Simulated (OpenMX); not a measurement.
Runs of OpenMX 3.8.5 on WC (Qusongite). Symmetry: P-6m2, No. 187, hexagonal system. The conventional cell has a = 2.907 Å, b = 2.907 Å, c = 2.837 Å, α = 90.00°, β = 90.00°, γ = 120.00°. W (site symmetry -6m2) is surrounded by 6 C at 2.20 Å. C (site symmetry -6m2) is surrounded by 6 W at 2.20 Å. 

```tsv
potentials or basis	cell	k mesh	gap on the mesh (eV)	pressure (GPa)	largest force (eV/Å)
OpenMX 2013 PBE set, W7.0-s3p2d2, C6.0-s2p2, grid cutoff 560 Ry	as given	7 × 7 × 7	none	11.7	0.04
OpenMX 2013 PBE set, W7.0-s3p2d2f1, C6.0-s2p2d1, grid cutoff 400 Ry	as given	11 × 11 × 9	none	(a)	0.04
OpenMX 2013 PBE set, W7.0-s3p2d2, C6.0-s2p2, grid cutoff 560 Ry	atom 1 moved by [0.0358, 0.0, 0.0349] A	7 × 7 × 7	none	-	0.83
OpenMX 2013 PBE set, W7.0-s3p2d2f1, C6.0-s2p2d1, grid cutoff 400 Ry	atoms moved at random, drawn with an rms of 0.05 Å	11 × 11 × 9	none	6.6	1.00
OpenMX 2013 PBE set, W7.0-s3p2d2, C6.0-s2p2, grid cutoff 560 Ry	atom 2 moved by [-0.0358, 0.0, -0.0349] A	7 × 7 × 7	none	-	0.83
```

Alike in all rows: task single point; level PBE; no spin polarisation; smearing fermi-dirac 0.05 eV.

Question: Fill in the values left out.

Answer: (a) 5.9.

Caveats: the basis of atomic orbitals isn't converged, which shifts pressures, moduli and gaps.

A k mesh can miss the band edges, and the runs leave out spin-orbit coupling on W.

A gap of «none» marks a metal or a gap under the smearing width.
